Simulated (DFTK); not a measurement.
Runs of DFTK 0.8.2 on Fe. Symmetry: Fmmm, No. 69, orthorhombic system. Conventional cell: a = 2.997 Å, b = 3.883 Å, c = 3.930 Å, α = 90.00°, β = 90.00°, γ = 90.00°. Fe (site symmetry mmm) is surrounded by 12 Fe at 2.45 to 2.76 Å. 

```csv
level,gap on the mesh (eV),pressure (GPa),moment (μB)
SCAN,none,(b),2.87
TASK,none,20.8,2.87
LDA,none,(a),2.23
r2SCAN,none,14.0,2.86
PBEsol,none,-8.5,2.28
```

Alike in all rows: task band structure; potentials or basis SG15 1.2 (PBE); spin collinear, ferromagnetic start; cell as given; k mesh 7 × 7 × 7; cutoff (eV) 1225; smearing fermi-dirac 0.05 eV; the mesh is coarse, so values aren't converged.

**Question.** Estimate the missing entries.

**Answer.** (a) -19.6; (b) 12.2.

Caveats: all runs use coarse meshes; the potentials were made for another functional, which shifts forces and pressure.

A gap of «none» marks a metal or a gap under the smearing width.

Runs at the PBE level aren't shown here.
